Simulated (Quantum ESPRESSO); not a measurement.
**TiC under changes of volume**

One of the cells (10.158 Å³/atom); the others are scaled copies at fixed shape and fractional positions:

```xyz
2
Lattice="0.0000 2.1657 2.1657 2.1657 0.0000 2.1657 2.1657 2.1657 0.0000" Properties=species:S:1:pos:R:3 pbc="T T T"
Ti    0.0000    0.0000    0.0000
C     2.1657    2.1657    2.1657
```

The cell is a database's computed one.

- Program: Quantum ESPRESSO 7.5
- Functional: PBEsol
- Potentials or basis: GBRV 1.5 PBEsol
- Cutoff: 612 eV
- Density cutoff: 4898 eV
- k mesh: 11 × 11 × 11
- Occupations: fermi-dirac, width 0.05 eV
- Spin: no spin polarisation

```csv
volume (Å³/atom),energy over the lowest point (meV/atom),pressure (GPa)
9.548,?,?
9.752,1.51,3.9
9.955,0.00,-1.7
10.158,5.27,-6.8
10.361,16.64,-11.3
10.564,33.52,-15.4
10.767,55.38,-19.2
```

What does the run at 9.548 Å³/atom give?

Energy over the lowest point 10.52 meV/atom; pressure 10.1 GPa.

Worked out: A Birch-Murnaghan fit of order 3 (a polynomial in V^(-2/3)) to the other rows has its minimum at 9.90 Å³/atom with B0 = V·E''(V) = 268 GPa and B' = 4.0. It gives 10.59 meV/atom at 9.548 Å³/atom, against the run's 10.52, and -dE/dV = 10.3 GPa, against 10.1.

Energies are extrapolated to zero smearing.
